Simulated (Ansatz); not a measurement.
A plane-wave DFT run in Ansatz 0.2.0 (scalar-relativistic PAW potentials unless the input names others): input and command.

```yaml
crystal:
  lattice:
    - [1.4835191893, 0.8565102033, 6.7715465574]
    - [-1.4835191893, 0.8565102033, 6.7715465574]
    - [0.0, -1.7130204066, 6.7715465574]
  atoms:
    - { symbol: Mo, position: [1.72715e-05, 1.72715e-05, 1.72715e-05] }
    - { symbol: S, position: [0.7535591261, 0.7535591261, 0.7535591261] }
    - { symbol: S, position: [0.5797236023, 0.5797236023, 0.5797236023] }
basis:
  ecutwfc: 420
kpoints:
  mp_grid: { grid: [12, 12, 12] }
hamiltonian:
  xc: pbe
  dispersion: d3bj
scf:
  occupations: { method: gaussian, width: 0.05 }
  max_iter: many
output:
  forces: true
  eigenvalues: true
  stress: true
```

```bash
ansatz run input.yaml --threads 1 --pin off --max-ram 2560MiB --backend cpu --events-out ev --progress --plain --runs-dir out
```

**Question.** What will the program do with this input?

**Answer.** The program refuses it, because of a value of the wrong type (scf.max_iter: not typed → "many"). Without that key it is accepted.

Abridged log:
```
Error: YAML parse error: error: line 19 column 13: invalid u64
  --> <input>:19:13
   |
17 | scf:
18 |   occupations: { method: gaussian, width: 0.05 }
19 |   max_iter: many
   |             ^ invalid u64
20 | output:
21 |   forces: true
   |
```